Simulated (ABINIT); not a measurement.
The system is Bi.

```
CELL_PARAMETERS angstrom
2.26750 1.30914 3.93800
-2.26750 1.30914 3.93800
0.00000 -2.61828 3.93800
ATOMIC_POSITIONS crystal
Bi 0.76600 0.76600 0.76600
Bi 0.23400 0.23400 0.23400
```

Base run:

```yaml
Program: ABINIT 10.8.3 (patched build)
Functional: LDA
Potentials_or_basis: JTH PAW PBE v2.0
Cutoff: 707 eV
k_mesh: 7 × 7 × 7
Occupations: fermi-dirac, width 0.05 eV
Spin: no spin polarisation
```

Its results: pressure -2.0 GPa; largest force 0.058 eV/Å.

Task: After a change of settings the same cell gave: pressure 3.0 GPa; largest force 0.237 eV/Å. Which change was it?
A. functional from LDA to r2SCAN
B. functional from LDA to RPBE
C. functional from LDA to BLYP
D. functional from LDA to AM05

Result: B.

RPBE binds less tightly than LDA, so the same cell stands under more pressure.

Caveats: the PAW data sets were made with another functional, which shifts forces and pressure a little.
